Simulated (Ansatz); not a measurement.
# Cr: a hydrostatic pressure series

The task here is to estimate one member of a computed series from the others.

Program: Ansatz 0.2.0. Level of theory: DFT PBEsol, scalar-relativistic, plane waves, PAW. These are calculated values, not measurements.

2 further runs of the same task are left out: 2 set aside as unsound or not needed.

### The system as given

It takes space group Im-3m (No. 229, cubic). Conventional cell: a = 2.814 Å, b = 2.814 Å, c = 2.814 Å, α = 90.00°, β = 90.00°, γ = 90.00°. Around Cr (site symmetry m-3m) lie 8 Cr at 2.44 Å.

As a file:

```
CELL_PARAMETERS angstrom
-1.40709 1.40709 1.40709
1.40709 -1.40709 1.40709
1.40709 1.40709 -1.40709
ATOMIC_POSITIONS crystal
Cr 0.00000 0.00000 0.00000
```

It is the result of an earlier relaxation at this level (volume 11.14 Å³/atom; gap on the mesh: none (metal)).

The first run:

File input.yaml:

```yaml
crystal:
  lattice:
    - [-1.4116724776, 1.4116724776, 1.4116724776]
    - [1.4116724776, -1.4116724776, 1.4116724776]
    - [1.4116724776, 1.4116724776, -1.4116724776]
  atoms:
    - { symbol: Cr, position: [0.0, 0.0, 0.0] }
basis:
  ecutwfc: 420
kpoints:
  mp_grid: { grid: [20, 20, 20] }
hamiltonian:
  xc: pbesol
scf:
  occupations: { method: gaussian, width: 0.1 }
output:
  forces: true
  stress: true
  eigenvalues: true
relax:
  adjacent_minimum: "off"
  f_tol: 0.008
  max_steps: 50
  cell: { stress_tol: 0.08, p_target: -1.0 }
```

Run with:

```console
ansatz run input.yaml --threads 1 --pin off --max-ram 2560MiB --backend cpu --events-out ev --progress --plain --runs-dir out
```

Among the steps run: -1 GPa; 1 GPa; Relaxing at 4 GPa; Relaxing at 12 GPa; 25 GPa; Relaxing at 50 GPa; Target pressure 90 GPa.

One of the session's tables, all rows but one given; the rest of the session is left out.

Lengths are those of the vectors of the cell that was run:

| P (GPa) | V (Å³/atom) | a (Å) | b (Å) | c (Å) | ΔH (eV/atom) |
| --- | --- | --- | --- | --- | --- |
| -1 | 11.18 | 2.440 | 2.440 | 2.440 | -0.070 |
| 0 | 11.14 | 2.437 | 2.437 | 2.437 | 0.000 |
| 1 | ? | ? | ? | ? | ? |
| 4 | 10.99 | 2.426 | 2.426 | 2.426 | 0.276 |
| 12 | 10.71 | 2.405 | 2.405 | 2.405 | 0.818 |
| 25 | 10.33 | 2.377 | 2.377 | 2.377 | 1.671 |
| 50 | 9.75 | 2.331 | 2.331 | 2.331 | 3.240 |
| 90 | 9.05 | 2.274 | 2.274 | 2.274 | 5.582 |

Q: Estimate the row for P (GPa) = 1 from the others.

Worked estimate for «V (Å³/atom)». A straight line through the neighbours (0, 11.14) and (4, 10.99) gives 11.14 + (10.99 − 11.14) × (1 − 0) / (4 − 0) = 11.10; a parabola fitted to 4 rows on both sides gives 11.10.

The run gave: V (Å³/atom): 11.10; a (Å): 2.434; b (Å): 2.434; c (Å): 2.434; ΔH (eV/atom): 0.069. In «V (Å³/atom)» the line misses by 0.00 and the parabola by 0.00.

ΔH is E + PV over the energy at zero pressure; a, b and c are the vectors of the computed cell. 

Caveats from the session: Spin polarisation is off in the runs that give these values; a magnetic solution could lie lower.
